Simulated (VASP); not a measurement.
# GaN (P6_3mc) under uniaxial stress along [0001]

Wanted: the response of GaN to uniaxial stress along [0001], as a table, with a fit that predicts a row left out.

Program: VASP 6.6.1. Level of theory: LDA; plane waves and PAW (Ga_d, N), in the first sound run; inputs show where later runs differ. Results are calculated unless marked as measured.

Most raw output is cut from this account.

## (1) Set-up

Symmetry: P6_3mc, No. 186, hexagonal system. Conventional cell: a = 3.189 Å, b = 3.189 Å, c = 5.185 Å, α = 90.00°, β = 90.00°, γ = 120.00°. Nearest to Ga lie 4 N at 1.95 Å. N has 4 Ga at 1.95 Å nearest. Farther neighbours and most contacts between anions are not listed.

As a file:

```
Ga N
1.0
     3.18900    0.00000    0.00000
    -1.59450    2.76176    0.00000
     0.00000    0.00000    5.18500
Ga N
2 2
Direct
  0.33333 0.66667 0.00000
  0.66667 0.33333 0.50000
  0.33333 0.66667 0.37700
  0.66667 0.33333 0.87700
```

## (2) Relax the crystal, LDA

The series starts from the cell that this level prefers, so that zero strain is near zero stress.

This step took 2 runs in a row; the last is shown.

Level: LDA; plane waves and PAW (Ga_d, N).

Contents of INCAR:

```
SYSTEM = GaN
PREC = Accurate
ENCUT = 600
EDIFF = 1E-07
NELM = 120
ISMEAR = 0
SIGMA = 0.02
LREAL = .FALSE.
ALGO = Normal
GGA = CA
NBANDS = 24
LASPH = .TRUE.
LORBIT = 11
LWAVE = .FALSE.
LCHARG = .FALSE.
KPAR = 16
IBRION = 2
NSW = 40
ISIF = 3
EDIFFG = -0.005
POTIM = 0.4
```

Contents of POSCAR:

```
GaN
1.0
    3.1569863172      0.0000000000      0.0000000000
   -1.5784931586      2.7340303504      0.0000000000
    0.0000000000      0.0000000000      5.1462929250
Ga N
2 2
Direct
    0.3333333333      0.6666666667      0.0002840340
    0.6666666667      0.3333333333      0.5002840340
    0.3333333333      0.6666666667      0.3767159660
    0.6666666667      0.3333333333      0.8767159660
```

Contents of KPOINTS:

```
Automatic mesh
0
Gamma
11 11 6
0 0 0
```

Potentials, in the order of the species: Ga_d and N (LDA family, release 64).

The run is started by

```sh
> mpirun -np 16 vasp_std
```

It took 8.8 s on 16 MPI ranks of Intel Xeon Platinum 8488C (Sapphire Rapids), shared host; peak memory 3.5 GiB.

This run gave:

- energy(sigma→0) of the program: -27.9114 eV
- stress, compression positive: xx, yy, zz 0.02, 0.02, 0.04 GPa
- volume: 44.419 Å³
- ionic steps: 1

## (3) Strain across the axis, LDA

One member in full: the axis is strained by 2 %, and the two directions across it are strained alike until their mean stress is under 0.012 GPa or five steps are spent.

This step took 3 runs, each at a new trial strain with the atoms of the one before; the last is shown.

Level: LDA; plane waves and PAW (Ga_d, N).

Edit INCAR of step 2 so:

```diff
@@ -15,7 +15,7 @@
 LCHARG = .FALSE.
-KPAR = 16
-IBRION = 2
-NSW = 40
-ISIF = 3
-EDIFFG = -0.005
-POTIM = 0.4
+KPAR = 4
+IBRION = 1
+NSW = 25
+ISIF = 2
+EDIFFG = -0.004
+POTIM = 0.3
```

Contents of POSCAR:

```
GaN
1.0
    3.1453783590      0.0000000000      0.0000000000
   -1.5726891790      2.7239775640      0.0000000000
    0.0000000000      0.0000000000      5.2492187840
Ga N
2 2
Direct
    0.3333333333      0.6666666667      0.0020967957
    0.6666666667      0.3333333333      0.5020967957
    0.3333333333      0.6666666667      0.3749032043
    0.6666666667      0.3333333333      0.8749032043
```

KPOINTS is that of step 2.

The run is started by

```sh
> mpirun -np 4 vasp_std
```

The job ended after 18 s (4 MPI ranks; peak memory 0.78 GiB).

Numbers from this step:

- energy(sigma→0) of the program: -27.8921 eV
- stress, compression positive: xx, yy, zz 0.00, 0.00, -7.31 GPa
- ionic steps: 1

## (4) Band edges, HSE06

Short lines in KPOINTS_OPT sample the zone centre along and across the axis, for masses, and the other valleys.

Level: HSE06; plane waves and PAW (Ga_d, N).

Contents of INCAR:

```
SYSTEM = GaN
PREC = Accurate
ENCUT = 600
EDIFF = 1E-06
NELM = 100
ISMEAR = 0
SIGMA = 0.02
LREAL = .FALSE.
ALGO = Normal
LHFCALC = .TRUE.
AEXX = 0.25
GGA = PE
HFSCREEN = 0.2
LASPH = .TRUE.
NBANDS = 23
PRECFOCK = Fast
LWAVE = .FALSE.
LCHARG = .FALSE.
KPAR = 4
```

POSCAR is that of step 3.

Contents of KPOINTS:

```
Automatic mesh
0
Gamma
6 6 3
0 0 0
```

Contents of KPOINTS_OPT:

```
Line mode
6
Line-mode
Reciprocal
  0.00000000   0.00000000   0.00000000
  0.00000000   0.00000000   0.04177196

  0.00000000   0.00000000   0.00000000
 -0.02503013   0.01251506   0.00000000

  0.50000000   0.00000000   0.00000000
  0.50000000   0.00000000   0.50000000

  0.33333333   0.33333333   0.00000000
  0.33333333   0.33333333   0.50000000
```

The run is started by

```sh
> mpirun -np 4 vasp_std
```

Run time: 13 min. Hardware: 4 MPI ranks; peak memory 1.3 GiB; 51 min of CPU time.

Read from the output:

| Property | Result |
| --- | --- |
| energy(sigma→0) of the program | -29.5574 eV |

## (5) All members

Hybrid runs start from orbitals of a short LDA run, not shown.

Runs beyond LDA use the data sets made with LDA; this shifts their levels slightly, and their total energies have another zero.

The other members went through these steps as far as the tables show, with the same cutoff and, step by step, the same mesh; 41 runs are not shown. The session took 8.9 core hours (wall time by ranks) on a shared machine.

```tsv
strain along the axis (%)	strain across the axis (%)	stress along the axis, tension positive (GPa)	energy above the unstrained row (meV/atom)	gap on the mesh, LDA (eV)
-2.000	0.427	-7.366	5.311	2.178
-1.500	0.316	-5.546	3.025	2.177
-1.000	0.209	-3.727	1.377	2.174
-0.500	0.106	-1.883	0.369	2.155
0	0.005	-0.033	0.000	2.113
0.500	-0.094	1.803	0.267	2.069
1.000	-0.191	3.630	1.168	2.023
1.500	-0.280	5.479	2.663	1.976
2.000	-0.368	7.307	4.824	1.927
```

Slopes at zero strain, from cubics through all rows: strain ratio -0.200, stress over strain 368 GPa.

Band edges at HSE06, counted from the valence-band top at Γ, with one row partly withheld:

```tsv
strain along the axis (%)	gap (eV)	conduction band at Γ (eV)	lowest conduction level on M–L (eV)	second valence level below the top (eV)	third valence level below the top (eV)
-2.000	3.491	3.491	5.588	0.095	0.095
-1.500	3.486	3.486	5.581	0.061	0.061
-1.000	3.479	3.479	5.574	0.025	0.025
-0.500	3.461	3.461	5.557	0.000	0.009
0	3.415	3.415	5.514	0.000	0.044
0.500	3.368	3.368	5.469	0.000	0.080
1.000	?	?	5.424	0.000	0.116
1.500	3.267	3.267	5.378	0.000	0.151
2.000	3.214	3.214	5.332	0.000	0.186
```

Conduction masses, in electron masses:

```tsv
strain along the axis (%)	conduction mass at Γ, along the strain axis or the normal of the plane	conduction mass at Γ, across the strain axis or in the plane
-2.000	0.214	0.220
-1.500	0.209	0.219
-1.000	0.204	0.218
-0.500	0.200	0.220
0	0.196	0.218
0.500	0.193	0.220
1.000	0.188	0.217
1.500	0.183	0.217
2.000	0.180	0.217
```

## (6) A fit to the known rows

The quantity to fit is the conduction level at Γ above the mean of the three top valence levels at HSE06: 3.555, 3.526, 3.496, 3.464, 3.430, 3.395, 3.318, 3.276 eV in the rows shown.

A least-squares parabola through the 8 rows shown, with e the strain in %: E = − 0.003641 e² − 0.06960 e + 3.430 (eV), r.m.s. residual 9.5e-5 eV.

For the withheld row, e = 1, the fit gives 3.3568 eV.

## (7) Checking the prediction

The calculation gives 3.3572 eV, so the prediction is 0.0004 eV too low.

## (8) What came out

| Item | Value |
| --- | --- |
| Poisson ratio | 0.200 |
| Young's modulus along the axis | 368 GPa |
| gap of the unstrained cell, HSE06 | 3.42 eV |
| slope at zero strain of the conduction level at Γ above the mean of the three top valence levels, HSE06 | -70 meV per % |
| error of the predicted row | -0.4 meV |

As a check, the curvature of the energy gives 364 GPa for the same modulus (energy per volume = E/2 × strain²), 1 % from the slope of the stress. The energy also has a linear term worth 0.15 GPa that the stress column lacks, a mark of the finite basis. At HSE06 the lowest conduction valley is Γ throughout, and the gap runs between 3.21 and 3.49 eV. Hole masses are left out throughout, since the top bands are degenerate or cross in many series; of conduction masses, those of the Γ, L and (for Si and Ge under (001) strain) Δ valleys are kept where they change by under an eighth between rows. A measured gap of unstrained GaN is 3.4 eV (arxiv:cond-mat/0412304, experimental optical band gap (direct, Gamma), temperature not given); the static gaps here belong to the lattice relaxed at LDA. HSE06 ran on a coarser mesh than the semilocal levels. Spin-orbit coupling is left out at HSE06, so the valence splittings there lack it. Temperature, zero-point motion and excitons are left out.

[Lines on the potential files, build, host, timing and source positions are cut from VASP's logs without a mark.]

[Logs are printed without paths, hosts, clocks, repeated set-up lines and the standing remarks that a program may print on its own settings, such as how far it seeks lower states.]

[Hosts, paths, dates, database ids (printed as entryN), source tags and the programs' standing remarks are cut or masked in the printed files.]

[In band tables of VASP the shares of atoms and orbitals are scaled to a sum of 1 inside the atoms' spheres.]
